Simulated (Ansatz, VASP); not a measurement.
**ZnS in VASP and in Ansatz**

```
Zn S
1.0
     0.00000    2.78579    2.74522
     2.78579    0.00000    2.74522
     2.78579    2.78579    0.00000
Zn S
1 1
Direct
  0.00000 0.00000 0.00000
  0.75000 0.75000 0.75000
```

Change from the starting cell: strain +0.030 along x and y, +0.015 along z, atoms carried along.

Alike in both runs: task single point; functional PBE; k mesh 10 × 10 × 10; occupations gaussian, width 0.05 eV; no spin polarisation.

```csv
,VASP,Ansatz
version,VASP 6.6.1,Ansatz 0.2.0
potentials or method,"VASP PAW PBE potentials, release 64 (Zn, S)","scalar-relativistic, plane waves, PAW"
plane-wave cutoff (eV),520,420
valence electrons in the cell,18,18
```

|  | VASP | Ansatz | Ansatz less VASP |
| --- | --- | --- | --- |
| gap on the k mesh at the Fermi level (eV) | 1.75 | 1.75 | -0.002 |
| least direct gap on the mesh (eV) | 1.75 | 1.75 | -0.002 |
| pressure (GPa) | -3.3 | -3.4 | -0.10 |
| largest component of the traceless stress (GPa) | 0.40 | 0.40 | +0.003 |
